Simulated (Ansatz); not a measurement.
Steps from a short run of molecular dynamics on a 1×1×1 supercell (8 atoms) of ZnSiP2 (I-42d), relaxed with r2SCAN; forces from r2SCAN in the plane-wave code Ansatz, 4×4×4 mesh, Fermi-Dirac smearing of 0.052 eV, a Nosé-Hoover thermostat at fixed volume, set at 600 K. Classical nuclei, no spin polarisation; a few dozen steps show the first response, not equilibrium.

Cell vectors in Å:
```
-2.6882  2.6882  5.2341
 2.6882 -2.6882  5.2341
 2.6882  2.6882 -5.2341
```

Question: At 8 fs the positions in Å are
```
Zn   0.017  -0.010  -0.016
Zn   0.000   2.718   2.604
Si  -0.024   0.013   5.258
Si   2.722  -0.021   2.613
P    1.431   1.359   1.307
P    1.264   1.382   6.537
P    1.329   3.916  -1.333
P    1.308  -1.314   4.000
```
What are the forces, and how far does the free energy (smearing included) lie above that of step 0, with the atoms on their sites?

Answer: 14.7 meV an atom; forces in eV/Å:
```
Zn   0.172   0.014   0.104
Zn  -0.121  -0.194   0.095
Si   0.319   0.004  -0.176
Si  -1.142  -0.095   0.352
P   -0.024  -0.362   0.353
P    0.016  -0.571  -0.186
P    0.349   0.357   0.253
P    0.432   0.847  -0.794
```

Question: At 16 fs the positions in Å are
```
Zn   0.035  -0.020  -0.031
Zn  -0.001   2.745   2.592
Si  -0.042   0.025   5.278
Si   2.732  -0.045   2.616
P    1.427   1.367   1.312
P    1.274   1.409   6.528
P    1.321   3.897  -1.353
P    1.280  -1.358   4.060
```
What are the forces, and how far does the free energy (smearing included) lie above that of step 0, with the atoms on their sites?

Answer: 38.7 meV an atom; forces in eV/Å:
```
Zn   0.315   0.030   0.191
Zn  -0.180  -0.351   0.171
Si   0.526  -0.053  -0.309
Si  -1.652  -0.054   0.492
P   -0.065  -0.543   0.522
P   -0.050  -0.903  -0.233
P    0.555   0.566   0.425
P    0.551   1.309  -1.258
```

Question: At 20 fs the positions in Å are
```
Zn   0.045  -0.025  -0.038
Zn  -0.002   2.758   2.586
Si  -0.047   0.031   5.286
Si   2.723  -0.057   2.621
P    1.425   1.368   1.318
P    1.279   1.417   6.522
P    1.321   3.892  -1.359
P    1.271  -1.371   4.081
```
What are the forces, and how far does the free energy (smearing included) lie above that of step 0, with the atoms on their sites?

Answer: 45.2 meV an atom; forces in eV/Å:
```
Zn   0.341   0.053   0.222
Zn  -0.187  -0.418   0.205
Si   0.551  -0.117  -0.328
Si  -1.613  -0.022   0.500
P   -0.071  -0.543   0.511
P   -0.150  -0.914  -0.160
P    0.561   0.566   0.433
P    0.568   1.395  -1.383
```

Question: At 24 fs the positions in Å are
```
Zn   0.056  -0.030  -0.044
Zn  -0.003   2.770   2.581
Si  -0.049   0.037   5.292
Si   2.706  -0.069   2.629
P    1.422   1.365   1.327
P    1.283   1.419   6.515
P    1.324   3.889  -1.364
P    1.263  -1.377   4.095
```
What are the forces, and how far does the free energy (smearing included) lie above that of step 0, with the atoms on their sites?

Answer: 46.4 meV an atom; forces in eV/Å:
```
Zn   0.325   0.090   0.247
Zn  -0.181  -0.480   0.235
Si   0.517  -0.199  -0.312
Si  -1.390   0.018   0.471
P   -0.064  -0.484   0.438
P   -0.287  -0.822  -0.029
P    0.499   0.492   0.387
P    0.581   1.385  -1.438
```

Question: At 44 fs the positions in Å are
```
Zn   0.120  -0.048  -0.067
Zn  -0.017   2.809   2.565
Si  -0.027   0.038   5.302
Si   2.553  -0.120   2.699
P    1.404   1.329   1.390
P    1.270   1.391   6.494
P    1.361   3.898  -1.368
P    1.271  -1.321   4.066
```
What are the forces, and how far does the free energy (smearing included) lie above that of step 0, with the atoms on their sites?

Answer: 37.3 meV an atom; forces in eV/Å:
```
Zn  -0.258   0.309   0.371
Zn  -0.064  -0.686   0.277
Si  -0.189  -0.512  -0.035
Si   1.164   0.726  -0.378
P   -0.016   0.228  -0.376
P   -0.694   0.260   0.616
P   -0.191  -0.320  -0.007
P    0.248  -0.006  -0.467
```

Question: At 52 fs the positions in Å are
```
Zn   0.144  -0.051  -0.071
Zn  -0.024   2.815   2.563
Si  -0.019   0.021   5.302
Si   2.513  -0.120   2.722
P    1.396   1.316   1.410
P    1.241   1.380   6.503
P    1.375   3.896  -1.367
P    1.286  -1.285   4.027
```
What are the forces, and how far does the free energy (smearing included) lie above that of step 0, with the atoms on their sites?

Answer: 50.0 meV an atom; forces in eV/Å:
```
Zn  -0.522   0.307   0.409
Zn  -0.040  -0.678   0.244
Si  -0.409  -0.447   0.025
Si   2.091   1.197  -1.008
P   -0.028   0.452  -0.642
P   -0.510   0.525   0.570
P   -0.324  -0.468  -0.020
P   -0.259  -0.889   0.422
```
